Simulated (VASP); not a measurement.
Crystal: Si.

```
CELL_PARAMETERS angstrom
2.62054 0.00000 0.00000
-1.31027 2.26946 0.00000
0.00000 0.00000 2.46635
ATOMIC_POSITIONS crystal
Si 0.00000 0.00000 0.00000
```

This isn't the form of Si at room conditions, which is diamond.

| Property | Result |
| --- | --- |
| Program | VASP 6.6.1 |
| Task | single point |
| Functional | PBE |
| Potentials or basis | VASP PAW PBE potentials, release 64 (Si) |
| Cutoff | 520 eV |
| k mesh | 12 × 12 × 11 |
| Occupations | fermi-dirac, width 0.05 eV |
| Spin | no spin polarisation |

On this cell: pressure 3.0 GPa; band gap on the k mesh none (metal or under the smearing width).

The same run follows on a disturbed copy (cell strained at random at fixed volume):

```xyz
1
Lattice="2.6045 0.0052 -0.0115 -1.2978 2.2583 -0.0087 -0.0108 -0.0157 2.4911" Properties=species:S:1:pos:R:3 pbc="T T T"
Si   -0.0147   -0.0287   -0.0388
```

Question: What changes?

Answer: The energy (extrapolated to zero smearing) moves by -0.6 meV/atom; pressure 2.9 GPa; band gap on the k mesh none (metal or under the smearing width).

Stress tensor (GPa, compression positive):
```
 3.57 -0.44  0.91
-0.44  3.07  1.34
 0.91  1.34  2.02
```
